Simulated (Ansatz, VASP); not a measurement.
## Pt in VASP and in Ansatz

The input INCAR:

```
ALGO     = Fast           # electronic algorithm
EDIFF    = 1E-6           # SCF threshold, eV
ENCUT    = 520            # plane-wave cutoff, eV
GGA      = PE             # functional
ISIF     = 2              # what is computed and relaxed
ISMEAR   = 0              # smearing method
LASPH    = T              # aspherical terms in the spheres
LCHARG   = T              # write CHGCAR
LELF     = T              # ELF
LREAL    = F              # projectors in reciprocal space
LVHAR    = T            
LWAVE    = F              # write WAVECAR
NBANDS   = 17             # bands
NELM     = 100            # most SCF steps
PREC     = Accurate       # precision mode
SIGMA    = 0.15           # smearing width, eV
```

Contents of KPOINTS:

```
k-points
0
Gamma
  18 18 10
```

POSCAR

```
Pt
1.0
    2.9516000000      0.0000000000      0.0000000000
   -1.4758000000      2.5561605818      0.0000000000
    0.0000000000      0.0000000000      4.9607000000
Pt
2
Direct
    0.6666666667      0.3333333333      0.7500000000
    0.3333333333      0.6666666667      0.2500000000
```

Input for Ansatz:

```yaml
crystal:
  lattice:
    - [2.9516, 0.0, 0.0]
    - [-1.4758, 2.5561605818, 0.0]
    - [0.0, 0.0, 4.9607]
  atoms:
    - { symbol: Pt, position: [0.6666666667, 0.3333333333, 0.75] }
    - { symbol: Pt, position: [0.3333333333, 0.6666666667, 0.25] }
basis:
  ecutwfc: 420
kpoints:
  mp_grid: { grid: [18, 18, 10] }
hamiltonian:
  xc: pbe
scf:
  occupations: { method: gaussian, width: 0.15 }
output:
  forces: true
  stress: true
  eigenvalues: true
```

Alike in both runs: task single point; functional PBE; k mesh 18 × 18 × 10; occupations gaussian, width 0.15 eV; no spin polarisation.

```csv
,VASP,Ansatz
version,VASP 6.6.1,Ansatz 0.2.0
potentials or method,"VASP PAW PBE potentials, release 64 (Pt)","scalar-relativistic, plane waves, PAW"
plane-wave cutoff (eV),520,420
valence electrons in the cell,20,36
```

Ansatz gave:

| Item | Value |
| --- | --- |
| gap on the k mesh at the Fermi level (eV) | none |
| pressure (GPa) | -26.0 |
| largest component of the traceless stress (GPa) | 2.78 |

Task: What did VASP give for the same quantities?

Result: gap on the k mesh at the Fermi level (eV): none; pressure (GPa): -26.2; largest component of the traceless stress (GPa): 2.70.

A gap of «none» marks a metal or a gap that the smearing closes. The functional is the same, so the differences come from potentials, cutoffs and numerics. The two sets of potentials don't hold the same shells in valence.

Caveats: so large a pressure means that the cell lies far from this level's equilibrium, or that cutoff or potentials fall short (VASP). The runs have no spin-orbit coupling, so splittings on Pt are missing.
